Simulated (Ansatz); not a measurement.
Runs of Ansatz 0.2.0 on ZnS (Wurtzite-4H). Symmetry: P6_3mc, No. 186, hexagonal system. Conventional cell: a = 3.823 Å, b = 3.823 Å, c = 12.520 Å, α = 90.00°, β = 90.00°, γ = 120.00°. Zn (site symmetry 3m) is surrounded by 4 S at 2.34 to 2.35 Å. Zn (site symmetry 3m) is surrounded by 4 S at 2.34 to 2.35 Å. S (site symmetry 3m) is surrounded by 4 Zn at 2.34 to 2.35 Å. Around S (site symmetry 3m) lie 4 Zn at 2.34 to 2.35 Å. 

```tsv
task	level	potentials or basis	cutoff (eV)	points for each segment of the path	gap on the mesh (eV)	pressure (GPa)	V0 of scaled cells (Å³/atom)	B0 (GPa)	largest force (eV/Å)
equation of state	PBE	Ansatz PAW earlier set	660	-	-	-	20.18	69	-
equation of state	rPW86-PBE	Ansatz PAW	420	-	-	-	20.90	(b)	-
single point	PBE	Ansatz PAW	350	-	2.13	1.4	-	-	0.04
band structure	BLYP	Ansatz PAW	420	10	(c)	5.1	-	-	0.05
band structure	PBEsol	Ansatz PAW	420	10	(a)	-2.2	-	-	0.04
```

Alike in all rows: no spin polarisation; cell as given; k mesh 8 × 8 × 3; smearing fermi-dirac 0.05 eV.

**Question.** Estimate the missing entries.

**Answer.** (a) 1.99; (b) 64; (c) 2.11.

Caveats: the cell was scaled at fixed shape and fractional positions, which overstates the stiffness of a crystal with free parameters, most of all of layers and chains (some runs); the PAW data sets come from PBE, with cores solved anew for the run's functional, which leaves a small shift of forces and pressure (some runs); the potentials were made for another functional, which shifts forces and pressure (some runs); odd divisions of the mesh miss points on the zone boundary, where band edges often lie, so the gap on the mesh can be too wide (some runs); the cutoff lies under the one recommended for these potentials (some runs).

A k mesh can miss the band edges.
